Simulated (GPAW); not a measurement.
# BP (F-43m) in GPAW: a series of runs

The runs below take BP through single point, with PBE.

Program: GPAW 26.7.0. These are calculated values, not measurements. Logs are shortened: lines on timing, memory, paths and dates and some standing lists are left out, and cuts for length are marked. The log counts tension as positive stress, the text compression.

### 1 The crystal as given

Symmetry: F-43m, No. 216, cubic system. Conventional cell: a = 4.538 Å, b = 4.538 Å, c = 4.538 Å, α = 90.00°, β = 90.00°, γ = 90.00°. Around P (site symmetry -43m) lie 4 B at 1.97 Å. B (site symmetry -43m) is surrounded by 4 P at 1.97 Å.

### 2 Single point, PBE

Input file run.py:

```python
from ase import Atoms
from ase.dft.bandgap import bandgap
from ase.io import write
from ase.units import GPa
from gpaw import GPAW, PW

atoms = Atoms(['P', 'B'],
              cell=[[0.0, 2.269, 2.269],
                    [2.269, 0.0, 2.269],
                    [2.269, 2.269, 0.0]],
              scaled_positions=[[0.75, 0.75, 0.75],
                                [0.0, 0.0, 0.0]],
              pbc=True)

calc = GPAW(mode=PW(500),
            xc='PBE',
            kpts={'size': (10, 10, 10), 'gamma': True},
            occupations={'name': 'fermi-dirac', 'width': 0.05},
            nbands=11,
            convergence={'density': 1e-05, 'energy': 1e-05},
            maxiter=75,
            txt='gpaw.txt')
atoms.calc = calc
energy = atoms.get_potential_energy()
forces = atoms.get_forces()
stress = atoms.get_stress()
calc.write('gs.gpw')
write('result.traj', atoms)
print(f'Energy: {energy:.6f} eV')
print('Forces (eV/A):')
print(forces.round(4))
print('Stress (GPa):', (stress / GPa).round(3))
print('Fermi level:', round(calc.get_fermi_level(), 4), 'eV')
print(f'Gap: {bandgap(calc)[0]:.4f} eV, direct: {bandgap(calc, direct=True)[0]:.4f} eV')
```

Potentials or basis: GPAW PAW data sets (gpaw-data 1.2.1), pw.

Started as:

```bash
$ OMP_NUM_THREADS=1 python run.py
```

gpaw.txt:

```text
__  _  _
 | _ |_)|_||  |
 |__||  | ||/\| - 26.7.0

Input parameters:
  mode=PW(ecut=500.0),
  convergence={'density': 1e-05, 'energy': 1e-05},
  kpts=MonkhorstPack(size=(10, 10, 10), gamma=True),
  maxiter=75,
  nbands=11,
  occupations=Occupations(name='fermi-dirac', width=0.05),
  xc=XC(name='PBE')

Diagonalizing LCAO Hamiltonian
Converting LCAO to pw mode

                  P

       B

Atoms  # Å, Bohr magnetons
|   | symbol |        x |        y |        z |    initial magnetic moments |
|---|--------|----------|----------|----------|-----------------------------|
| 0 |      P | 3.403500 | 3.403500 | 3.403500 | ( 0.0000,  0.0000,  0.0000) |
| 1 |      B | 0.000000 | 0.000000 | 0.000000 | ( 0.0000,  0.0000,  0.0000) |

Unit cell  # Å
| periodic |        x |        y |        z |  lengths |    angles |
|----------|----------|----------|----------|----------|-----------|
|      yes | 0.000000 | 2.269000 | 2.269000 | 3.208851 | 60.000000 |
|      yes | 2.269000 | 0.000000 | 2.269000 | 3.208851 | 60.000000 |
|      yes | 2.269000 | 2.269000 | 0.000000 | 3.208851 | 60.000000 |

Number of symmetries: 24
Symmetry operations  # r_c * U_cc + t_c -> r_c
|    | kind |            matrix            |
|----|------|------------------------------|
|  0 |  E   |  1, 0, 0,  0, 1, 0,  0, 0, 1 |
|  1 |  σ   |  1, 0, 0,  0, 0, 1,  0, 1, 0 |
|  2 |  σ   |  1, 0,-1,  0, 1,-1,  0, 0,-1 |
|  3 |  C3  |  1, 0,-1,  0, 0,-1,  0, 1,-1 |
|  4 |  C3  |  1,-1, 0,  0,-1, 1,  0,-1, 0 |
|  5 |  σ   |  1,-1, 0,  0,-1, 0,  0,-1, 1 |
|  6 |  σ   |  0, 1, 0,  1, 0, 0,  0, 0, 1 |
|  7 |  C3  |  0, 1, 0,  0, 0, 1,  1, 0, 0 |
|  8 |  C2  |  0, 1,-1,  1, 0,-1,  0, 0,-1 |
|  9 |  S4  |  0, 1,-1,  0, 0,-1,  1, 0,-1 |
| 10 |  C3  |  0, 0, 1,  1, 0, 0,  0, 1, 0 |
| 11 |  σ   |  0, 0, 1,  0, 1, 0,  1, 0, 0 |
| 12 |  S4  |  0, 0,-1,  1, 0,-1,  0, 1,-1 |
| 13 |  C3  |  0, 0,-1,  0, 1,-1,  1, 0,-1 |
| 14 |  S4  |  0,-1, 1,  1,-1, 0,  0,-1, 0 |
| 15 |  C2  |  0,-1, 1,  0,-1, 0,  1,-1, 0 |
| 16 |  C3  |  0,-1, 0,  1,-1, 0,  0,-1, 1 |
| 17 |  S4  |  0,-1, 0,  0,-1, 1,  1,-1, 0 |
| 18 |  S4  | -1, 1, 0, -1, 0, 1, -1, 0, 0 |
| 19 |  C3  | -1, 1, 0, -1, 0, 0, -1, 0, 1 |
| 20 |  C3  | -1, 0, 1, -1, 1, 0, -1, 0, 0 |
| 21 |  S4  | -1, 0, 1, -1, 0, 0, -1, 1, 0 |
| 22 |  σ   | -1, 0, 0, -1, 1, 0, -1, 0, 1 |
| 23 |  C2  | -1, 0, 0, -1, 0, 1, -1, 1, 0 |

BZ-sampling:
  Number of BZ points: 1000
  Number of IBZ points: 47

  Monkhorst-Pack size: [10, 10, 10]
  Monkhorst-Pack shift: [0.05, 0.05, 0.05]

K-points  # in reciprocal-cell coordinates
|     |                                coordinates |     weight |
|-----|--------------------------------------------|------------|
|   0 | (  0.00000000,   0.00000000,   0.00000000) | 0.00100000 |
|   1 | (  0.10000000,   0.10000000,   0.00000000) | 0.00600000 |
|   2 | (  0.10000000,   0.10000000,   0.10000000) | 0.00800000 |
|   3 | (  0.20000000,   0.10000000,   0.10000000) | 0.01200000 |
|   4 | (  0.20000000,   0.20000000,   0.00000000) | 0.00600000 |
|   5 | (  0.20000000,   0.20000000,   0.10000000) | 0.02400000 |
|   6 | (  0.20000000,   0.20000000,   0.20000000) | 0.00800000 |
|   7 | (  0.30000000,   0.20000000,   0.10000000) | 0.02400000 |
|   8 | (  0.30000000,   0.20000000,   0.20000000) | 0.02400000 |
|   9 | (  0.30000000,   0.30000000,   0.00000000) | 0.00600000 |
| ... |                                            |            |
|  46 | (  0.50000000,   0.50000000,   0.50000000) | 0.00400000 |

Plane wave coefficients: 609
Cutoff: 500.0 eV

Spin-components: 1 (collinear spins)
Bands:           11
Projectors:      10
Spin-degeneracy: 2
Datatype:        complex128

Parallelization:
  kpt:    1
  domain: 1
  band:   1

Density:
  Valence electrons: 8.0
  Components: 1
  Grid points: [18 18 18]
  Charge: 0.0  # |e|

Potential:
  Grid points: [18 18 18]

species:
  P:
    name:    Phosphorus
    Z:       15.0
    valence: 5
    core:    10
    charge:  0.0  # [|e|]
    compensation charges:
      type: gauss
      rc: 0.30  # [Å]
      lmax: 2
    cutoffs:
      filter: 1.69  # [Å]
      core: 1.81  # [Å]
    projectors
    | kind |    occ | energy [eV] | rcut [Å] |
    |------|--------|-------------|----------|
    |   3s |  2.000 |     -13.968 |    0.953 |
    |   3p |  3.000 |      -5.506 |    0.953 |
    |    s |        |      13.244 |    0.953 |
    |    p |        |      21.705 |    0.953 |
    |    d |        |       0.000 |    0.953 |

    Using partial waves for P as LCAO basis

  B:
    name:    Boron
    Z:       5.0
    valence: 3
    core:    2
    charge:  0.0  # [|e|]
    compensation charges:
      type: gauss
      rc: 0.20  # [Å]
      lmax: 2
    cutoffs:
      filter: 1.14  # [Å]
      core: 1.38  # [Å]
    projectors
    | kind |    occ | energy [eV] | rcut [Å] |
    |------|--------|-------------|----------|
    |   2s |  2.000 |      -9.443 |    0.635 |
    |   2p |  1.000 |      -3.606 |    0.635 |
    |    s |        |      17.768 |    0.635 |
    |    p |        |      23.605 |    0.635 |
    |    d |        |       0.000 |    0.635 |

    Using partial waves for B as LCAO basis

Reference energy: -9972.403226  # eV

eigensolver:
  PPCG
  Converge bands: occupied
  niter=2

density mixing:
  MSR1-Mixer
  Pratt-step length: 0.05
  Maximum mixing coefficient: 0.75
  Old densities: 10
  SVD Regularization: 0.005
  Good broyden scale: 1.0
  Trust region scale: 1.0
  Backstep threshold: 4.0
  History deletion threshold: 6.0
  Fourier metric: weight=20.0, sigma=0.015

occupation numbers:
  Fermi-Dirac:
    width: 0.0500  # eV

poisson solver:
  ecut: 4000.0  # eV

xc functional:
  name: PBE with 2 nearest neighbor stencil

convergence criteria:
- Maximum integral of absolute [dens]ity change: 1e-05 electrons / valence electron
- Maximum [total energy] change in last 3 cyles: 1e-05 eV / valence electron
- Maximum integral of absolute [eigenst]ate change: 4e-08 eV^2 / valence electron
maximum number of iterations: 75

SCF iterations
|iter     | |      energy | eigst |  dens |
|---------|-|-------------|-------|-------|
|iter:   1| |  -13.493732 | +0.11 |       |
|iter:   2| |  -13.382205 | -2.16 | -0.71 |
|iter:   3| |  -12.887770 | -1.58 | -0.75 |
|iter:   4| |  -12.881742 | -3.03 | -1.43 |
|iter:   5| |  -12.881823 | -4.12 | -1.94 |
|iter:   6| |  -12.881852 | -5.60 | -2.62 |
|iter:   7| |  -12.881852c| -7.23 | -3.72 |
|iter:   8| |  -12.881852c| -8.52c| -4.32 |
|iter:   9| |  -12.881852c| -9.58c| -5.68c|

Converged in 9 steps
Energy contributions relative to reference atoms: (reference = -9972.403226)

Energy contributions:
  Kinetic:          13.602628
  Coulomb:         -11.849293
  Zero:             -0.029412
  External:          0.000000
  Xc:              -14.605776
  Entropy:          -0.000000
  Spinorbit:         0.000000
  ----------------------------
  Free energy:     -12.881852
  Extrapolated:    -12.881852

dipole moment: (-3.344318, -3.344318, -3.344318)  # |e|*Ang

Fermi level: 8.815
Eigenvalues  # (at kpt = [0.000, 0.000, 0.000])
| band index |      eig [eV] | occ [0-2] |
|------------|---------------|-----------|
|          0 |        -7.249 |     2.000 |
|          1 |         8.210 |     2.000 |
|          2 |         8.210 |     2.000 |
|          3 |         8.210 |     2.000 |
|          4 |        11.616 |     0.000 |
|          5 |        11.616 |     0.000 |
|          6 |        11.616 |     0.000 |
|          7 |        15.608 |     0.000 |
|          8 |        19.768 |     0.000 |
|          9 |        20.240 |     0.000 |
|         10 |        20.240 |     0.000 |

Gap: 1.246 eV
Transition (v -> c):
  (s=0, k=0, n=3, [0.00, 0.00, 0.00]) -> (s=0, k=24, n=4, [0.40, 0.40, 0.00])
Direct/indirect transitions are different
Direct gap: 3.406 eV
Transition at: (s=0, k=0, n=3, [0.00, 0.00, 0.00])

Forces  # eV/Ang
|        x |        y |        z |
|----------|----------|----------|
| -0.00000 | -0.00000 | -0.00000 |  # P    0
| -0.00000 | -0.00000 |  0.00000 |  # B    1

Stress tensor  # eV/Ang^3
|         x |         y |         z |
|-----------|-----------|-----------|
| -0.008829 |  0.000000 |  0.000000 |
|  0.000000 | -0.008829 | -0.000000 |
|  0.000000 | -0.000000 | -0.008829 |

# Writing to gs.gpw (mode='')
```

Run time: 5.1 s. Hardware: 1 thread of Intel Xeon 6975P-C (Granite Rapids), shared host; peak memory 0.13 GiB.

These settings aren't checked as converged: the numbers below hold their error.

Results:

| Quantity | Value |
| --- | --- |
| Free energy | -12.8819 eV |
| Pressure | 1.4 GPa |
| Band gap on the k mesh | 1.25 eV, indirect (least direct gap 3.41 eV) |

Caveat: the cutoff is short for stress and forces, so pressures can be off by a GPa or more.

[end of part 1 of 2]
